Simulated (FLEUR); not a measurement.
Runs of FLEUR MaX-R8.1 (later development tree) on MgO. Symmetry: Fm-3m, No. 225, cubic system. Conventional cell: a = 4.194 Å, b = 4.194 Å, c = 4.194 Å, α = 90.00°, β = 90.00°, γ = 90.00°. Mg (site symmetry m-3m) has 6 O at 2.10 Å as nearest neighbours. O (site symmetry m-3m) has 6 Mg at 2.10 Å as nearest neighbours. The cell is a database's computed one.

```tsv
task	level	k mesh	gmax	muffin-tin radii	lnonsphr	max iterations	mixing factor	kmax	mesh quality	gap on the mesh (eV)	V0 of scaled cells (Å³/atom)	B0 (GPa)
equation of state	SCAN	11 × 11 × 11	15.9 1/bohr	Mg 1.91, O 1.65 bohr	-	-	-	5.13 1/bohr	not flagged	-	9.22	164
equation of state	PBE	11 × 11 × 11	13.5 1/bohr	Mg 1.91, O 1.65 bohr	-	-	-	4.35 1/bohr	not flagged	-	9.62	146
equation of state	r2SCAN	11 × 11 × 11	15.9 1/bohr	Mg 1.91, O 1.65 bohr	Mg 8, O 8	-	-	5.13 1/bohr	not flagged	-	9.29	168
band structure	LDA	11 × 11 × 11	15.4 1/bohr	Mg 1.97, O 1.7 bohr	Mg 8, O 8	60	0.05	4.97 1/bohr	not flagged	4.79	-	-
single point	HSE06	6 × 6 × 6	15.4 1/bohr	Mg 1.97, O 1.7 bohr	Mg 8, O 8	30	0.05	4.97 1/bohr	coarse	6.61	-	-
equation of state	LDA	11 × 11 × 11	15.9 1/bohr	Mg 1.91, O 1.65 bohr	Mg 8, O 8	-	-	5.13 1/bohr	not flagged	-	9.00	(a)
single point	PBE	11 × 11 × 11	13.5 1/bohr	Mg 1.91, O 1.65 bohr	-	60	0.05	4.35 1/bohr	not flagged	(b)	-	-
band structure	PBEsol	11 × 11 × 11	15.4 1/bohr	Mg 1.97, O 1.7 bohr	Mg 8, O 8	60	0.05	4.97 1/bohr	not flagged	4.76	-	-
equation of state	PBEsol	11 × 11 × 11	15.9 1/bohr	Mg 1.91, O 1.65 bohr	Mg 8, O 8	-	-	5.13 1/bohr	not flagged	-	(c)	157
band structure	r2SCAN	11 × 11 × 11	15.4 1/bohr	Mg 1.97, O 1.7 bohr	Mg 8, O 8	80	0.05	4.97 1/bohr	not flagged	5.74	-	-
band structure	RPBE	11 × 11 × 11	15.4 1/bohr	Mg 1.97, O 1.7 bohr	-	60	0.05	4.97 1/bohr	not flagged	5.09	-	-
single point	PBEsol	11 × 11 × 11	15.9 1/bohr	Mg 1.91, O 1.65 bohr	Mg 8, O 8	60	0.05	5.13 1/bohr	not flagged	4.76	-	-
```

Alike in all rows: potentials or basis all-electron, FLAPW; no spin polarisation; cell as given; smearing fermi-dirac 0.05 eV.

Fill in the values left out.

(a) 172; (b) 4.86; (c) 9.36.

Caveats: some runs use coarse meshes; the meta-GGA is that of a development version, with a GGA for the radial functions and cores and without core tails (some runs); an odd mesh through Γ misses points on the zone boundary, where band edges often lie (some runs); the plane-wave cutoff is short for the semicore states, which can make moduli rough (some runs); core states are solved in the semilocal potential (some runs).

Not every run made on this cell is shown here.
